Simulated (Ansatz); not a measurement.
The cell was built from the fluorite type and relaxed in the same program, and has space group Fm-3m; it needn't be a known or the stable phase.

CaF2: DFT, PBE, PAW with Ansatz's default frozen-core files, scalar-relativistic (Ansatz 0.2.0).

```yaml
crystal:
  lattice:
    - [0.0, 2.7554707562, 2.7554707562]
    - [2.7554707562, 0.0, 2.7554707562]
    - [2.7554707562, 2.7554707562, 0.0]
  atoms:
    - { symbol: Ca, position: [0.0, 0.0, 0.0] }
    - { symbol: F, position: [0.25, 0.25, 0.25] }
    - { symbol: F, position: [0.75, 0.75, 0.75] }
kpoints:
  mp_grid: { grid: [12, 12, 12] }
  band_path:
    path:
      - [0.0, 0.0, 0.0]
      - [0.5, 0.0, 0.5]
      - [0.625, 0.25, 0.625]
      - [0.375, 0.375, 0.75]
      - [0.0, 0.0, 0.0]
      - [0.5, 0.5, 0.5]
      - [0.5, 0.25, 0.75]
      - [0.5, 0.0, 0.5]
    npoints: 8
scf:
  occupations: { method: fermi_dirac, width: 0.03 }
hamiltonian:
  xc: pbe
  pseudopotentials: { kind: paw }
output:
  forces: true
  stress: true
  eigenvalues: true
  efg: { contact_densities: true }
  populations: true
  bader: true
  dos: { projected: true, de: 0.2, e_range: [-14, 8] }
```

Output:

```
Engine: ansatz 0.2.0
Pseudopotentials: kind: paw
Pseudopotential: Ca, paw, valence charge 10, recommended cutoff 420 eV (normal)
Pseudopotential: F, paw, valence charge 7, recommended cutoff 420 eV (normal)
Functional definition: PBE
  parameter kappa = 0.804
  parameter beta = 0.06672455060314922
  exchange = pbe_x(kappa = kappa, mu = beta*pi^2/3)
  correlation = pbe_c(beta = beta)
Crystal: 3 atoms, lattice volume = 41.842 Å³
Basis set: ecut = 420 eV, 869 PW (Γ), exchange–correlation on 54×54×54 points (8 copies of the dense FFT grid, shifted against one another)
Bands: 16, of which v1, the nominal top of the filled ones, is band 12 counted from 1 (11 counted from 0)
Symmetry: 48 space group operations
Space group: Fm-3m (ITA 225), of the structure as read, at distance tolerance 3.5e-5 Å
k-points: 72 of 1728
Non-local potential: Ca, projectors of the file, l = 0: 3, l = 1: 2, l = 2: 2
Non-local potential: F, projectors of the file, l = 0: 2, l = 1: 2, l = 2: 1
PAW form: soft (Blöchl's): semilocal exchange-correlation on the pseudo side does not see the compensation charge
PAW one-centre angular grid: Ca, 110 points (default); XC on 64 Gauss nodes
PAW one-centre angular grid: F, 110 points (default); XC on 64 Gauss nodes
Initial density: superposition of atomic densities (neutral atoms: chi_scale 0, normalization atom), corrected by the library's trained network
Initial wavefunctions: pseudopotential atomic-orbital guess
Functional: x = pbe(κ = 0.804, μ = 0.2195149727645171), c = pbe(β = 0.06672455060314922)
SCF iter   1: F=—  HF=-3439.810854 eV  |F-HF|=—  |Δ(HF+E_count)|=         —  Δρ=7.79e-4  dr2=1.54e-4  ethr=1.77e-3  ⟨swp⟩=6.7  Hψ=7193  notcnv=0
preconditioner: auto → none  [insulator: Δε(μ)=7.143 eV  Ē_g=18.285 eV  σ=0.030 eV  W_gap=1.00  n_scr=14 (ndim 8)  ℏωp=26.9 eV  f_vac=0.127  D(μ)=0.00/eV (n_scr^D=0)  ε∞_Penn≈3.2]
SCF iter   2: F=—  HF=-3439.811173 eV  |F-HF|=—  |Δ(HF+E_count)|=   3.19e-4  Δρ=1.12e-3  dr2=3.90e-4  ethr=6.40e-7  ⟨swp⟩=2.2  Hψ=2640  notcnv=0
SCF iter   3: F=—  HF=-3439.811104 eV  |F-HF|=—  |Δ(HF+E_count)|=   6.89e-5  Δρ=4.35e-4  dr2=6.66e-5  ethr=6.40e-7  ⟨swp⟩=2.0  Hψ=1584  notcnv=0
SCF iter   4: F=—  HF=-3439.810817 eV  |F-HF|=—  |Δ(HF+E_count)|=   2.88e-4  Δρ=7.77e-5  dr2=1.59e-6  ethr=2.78e-7  ⟨swp⟩=2.1  Hψ=1790  notcnv=0
iter 5 did not close the SCF: its close was put off for the readings that it lacked (scf_convergence_deferred on its scf_iter line)
SCF iter   5: F=-3439.810820 eV  HF=-3439.810820 eV  |F-HF|=9.39e-10  |Δ(HF+E_count)|=   3.24e-6  Δρ=1.52e-5  dr2=5.17e-8  ethr=6.62e-9  ⟨swp⟩=2.2  Hψ=2009  notcnv=0
SCF iter   6: F=-3439.810820 eV  HF=-3439.810820 eV  |F-HF|=1.63e-9  |Δ(HF+E_count)|=   2.25e-8  Δρ=2.39e-6  dr2=1.33e-9  ethr=2.16e-10  ⟨swp⟩=2.0  Hψ=3645  notcnv=0
SCF 1 converged in 6 iterations: F = -3439.810820 eV  dr2 = 1.33e-9
  greatest PAW one-centre occupation: 0.995 electrons in one spin orbital (limit 2), on the Ca atom at site 0 (counted from 0), in its partial waves of l = 0
NSCF: frozen V_eff on 57 k-points
SCF converged after 6 iterations
Free energy (F): -3439.810820 eV
Harris-Foulkes:  -3439.810820 eV  (|F-HF|=1.63e-9)
Internal energy: -3439.810820 eV  (E = F + TS)
E sigma→0 (E₀):  -3439.810820 eV
Fermi energy:    6.691712 eV
--- Per-component energies (eV) ---
  E_band       = -192.974507
  E_kinetic    = 693.066880
  E_local      = -1810.407178  (includes V_loc(G=0)·N_el)
  E_nonlocal   = 210.006927
  E_hartree    = 644.679675
  E_xc         = -298.818974
  E_vxc        = -378.287821  (∫ρ·V_xc dr)
  E_paw        = -1259.457669  (= ΣΔE_a)
  E_vpaw       = -196.715463  (= ΣTr[D̂ρ^β])
  E_aug_tail   = 0.004084  (compensation charges beyond the density's cutoff)
  E_ewald      = -1618.884567
  E_smearing   = -0.000000  (= −TS)
  E_closure    = 0.000000  (closes the sum)
  Σ components = -3439.810820   (vs F -3439.810820, Δ=0.00e0)
--- Forces (eV/Å), atoms counted from 1 ---
  atom   1  Ca    -0.00000000    -0.00000000    -0.00000000
  atom   2  F      0.00000000    -0.00000000     0.00000000
  atom   3  F      0.00000000     0.00000000     0.00000000
  max |Σ_I F_I| component: 4.63e-18 eV/Å
--- Stress (GPa, compression-positive) ---
        0.002134      -0.000000       0.000000
        0.000000       0.002134       0.000000
        0.000000       0.000000       0.002134
  P = ⅓ Tr σ = 0.0021 GPa (0.021 kbar)
--- PAW observables at the nuclei: V_zz in 10²¹ V/m², potentials from the cell's mean, atoms counted from 1 ---
  atom   1  Ca V_zz =    +0.000000   η = 0.0000   by run symmetry: forbidden
            electrostatic potential = -2213.605209 V   contact ρ = 41252.322071 e/Å³
  atom   2  F  V_zz =    +0.000000   η = 0.0000   by run symmetry: forbidden
            electrostatic potential = -737.564852 V   contact ρ = 3126.533837 e/Å³
  atom   3  F  V_zz =    +0.000000   η = 0.0000   by run symmetry: forbidden
            electrostatic potential = -737.564852 V   contact ρ = 3126.533837 e/Å³
--- Band table (eV; the first three rows and the last of 72) ---
  k-point 0: bands = ["-33.0913", "-16.7900", "-16.0622", "-14.0289", "-14.0289", "-14.0289", "1.0507", "1.0507", "1.0507", "2.8210", "2.8210", "2.8210", "10.2149", "12.1366", "12.1366", "14.0867"]
  k-point 1: bands = ["-33.0894", "-16.8083", "-16.0779", "-14.0314", "-14.0314", "-13.9991", "1.0810", "1.0810", "1.1057", "2.7399", "2.7902", "2.7902", "10.3966", "12.1503", "12.1503", "14.0187"]
  k-point 2: bands = ["-33.0842", "-16.8506", "-16.1296", "-14.0382", "-14.0382", "-13.9158", "1.1672", "1.1672", "1.2533", "2.5324", "2.7030", "2.7030", "10.8797", "12.1876", "12.1876", "13.8588"]
  k-point 71: bands = ["-33.0534", "-16.7743", "-16.7743", "-14.1227", "-13.7091", "-13.7091", "0.8911", "1.0070", "2.0607", "2.0607", "2.8075", "2.9863", "11.4341", "12.6857", "12.8437", "12.8437"]
--- Löwdin populations: 3 sites ---
  site symbol       q [e]
     0     Ca      8.2593
     1      F      7.7687
     2      F      7.7687
  spilling = 0.008471 (of n_electrons = 24.000000)
--- Bader charges: 3 sites ---
  site symbol  charge [e]  shift [e]
     0     Ca      1.6698     0.0004
     1      F     -0.8349     0.0002
     2      F     -0.8349     0.0002
  estimated error of the sums over rays = 2.0e-4 e
```

populations.tsv:

```
# site	symbol	l	j	q
# orbitals = lowdin
# n_electrons = 24.000000
# spilling = 0.008471
0	Ca	0_3S	-	1.990063
0	Ca	0_4S	-	0.276677
0	Ca	1_3P	-	5.992516
1	F	0_2S	-	1.935733
1	F	1_2P	-	5.832987
2	F	0_2S	-	1.935733
2	F	1_2P	-	5.832987
```

bader_charges.tsv:

```
# site	symbol	x_ang	y_ang	z_ang	partial_charge_e	electrons	volume_ang3	relative_density_drop	shared_charge_e	partial_wave_shift_e
# quadrature_error_electrons = 2.0e-4
0	Ca	0.0000	0.0000	0.0000	1.66978	18.33022	11.70	-	1.66978	0.00041
1	F	1.3777	1.3777	1.3777	-0.83489	9.83489	15.02	-	-0.83489	0.00021
2	F	4.1332	4.1332	4.1332	-0.83489	9.83489	15.02	-	-0.83489	0.00021
```
